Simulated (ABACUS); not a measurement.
Crystal: PbSe (Clausthalite).

```
Pb Se
1.0
     0.00000    3.06065    3.06065
     3.06065    0.00000    3.06065
     3.06065    3.06065    0.00000
Pb Se
1 1
Cartesian
  0.0000 0.0000 0.0000
  3.0606 3.0606 3.0606
```

Base run:

* Program: ABACUS 3.10.1
* Functional: PBEsol
* Potentials or basis: SPMS ONCV 1.0 PBE
* Cutoff: 1184 eV
* Density cutoff: 4735 eV
* Basis: plane waves
* k mesh: 6 × 6 × 6
* Occupations: fermi-dirac, width 0.05 eV
* Spin: no spin polarisation

Its results: band gap on the k mesh 0.21 eV, direct; pressure -0.8 GPa.

Problem. The run is repeated on the same cell with these changes: functional from PBEsol to B86bPBE; potentials or basis from SPMS ONCV 1.0 PBE to GBRV ultrasoft 1.5 PBE; cutoff from 1184 eV to 544 eV; density cutoff from 4735 eV to 4354 eV; valence electrons from 30 to 20. What comes out?

Solution. Band gap on the k mesh 0.31 eV, direct; pressure 2.7 GPa.

Caveats: the potentials were made for another functional, which shifts forces and pressure; spin-orbit coupling is left out, which as a rule narrows the gap of such compounds by several tenths of an eV.

A k mesh can miss the band edges.

Not every run made on this cell is shown here.
